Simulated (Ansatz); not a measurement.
Vibrational response of SiC at 35 GPa

Computed with DFT PBEsol, scalar-relativistic, plane waves, PAW in Ansatz. Settings: 420 eV plane-wave cutoff, Γ-centred 12×12×6 mesh, fixed occupations. No spin polarisation. Phonons by linear response, acoustic sum rule imposed.

The cell, relaxed at 35 GPa:
```yaml
crystal:
  lattice:
    - [2.95260, 0.00000, 0.00000]
    - [-1.47630, 2.55703, 0.00000]
    - [0.00000, 0.00000, 4.83941]
  atoms:
    - { symbol: Si, position: [0.33333, 0.66667, 0.00459] }
    - { symbol: Si, position: [0.66667, 0.33333, 0.50459] }
    - { symbol: C, position: [0.33333, 0.66667, 0.38041] }
    - { symbol: C, position: [0.66667, 0.33333, 0.88041] }
```

Other phases may be more stable at this pressure.

(1) Give the high-frequency dielectric tensor ε∞.

(2) Give the Born effective charges.

(3) How large is the static dielectric tensor with the ions free to move, and what share of it is ionic?

Results:

(1)
```
6.75 0.00 0.00
0.00 6.75 0.00
0.00 0.00 7.14
```

(2)
```csv
atom,Z*xx,Z*yy,Z*zz,mean
Si (atom 1),2.77,2.77,2.99,2.84
C (atom 3),-2.77,-2.77,-2.99,-2.84
```

(3)
```
 9.7  0.0  0.0
 0.0  9.7  0.0
 0.0  0.0 10.9
```
The ions give 32 % of its trace.

Cost: 1 run of about 1.1 core-minutes, on Intel Xeon 6975P-C (Granite Rapids) (shared hosts).